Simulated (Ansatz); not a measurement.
## CuAu3 in Ansatz: the effect of functional

The system is CuAu3.

```
Au Cu
1.0
     4.03237    0.00000    0.00000
     0.00000    4.03237    0.00000
     0.00000    0.00000    4.03237
Au Cu
3 1
Direct
  0.50000 0.50000 0.00000
  0.50000 0.00000 0.50000
  0.00000 0.50000 0.50000
  0.00000 0.00000 0.00000
```

The cell isn't the ideal one: volume scaled by 1.04.

Alike in all runs:

* Program: Ansatz 0.2.0
* Task: single point
* Potentials or basis: Ansatz PAW
* k mesh: 7 × 7 × 7
* Occupations: fermi-dirac, width 0.05 eV
* Spin: no spin polarisation

```csv
functional,cutoff,pressure (GPa)
LDA,420 eV (not typed: the program's choice for these potentials),-11.5
PBEsol,420 eV (not typed: the program's choice for these potentials),-6.9
r2SCAN,500 eV (not typed: the program's choice for these potentials),?
```

Q: What does the run with functional r2SCAN give?

A: Pressure -2.7 GPa.

Caveats: the PAW data sets come from PBE, with cores solved anew for the run's functional, which leaves a small shift of forces and pressure.
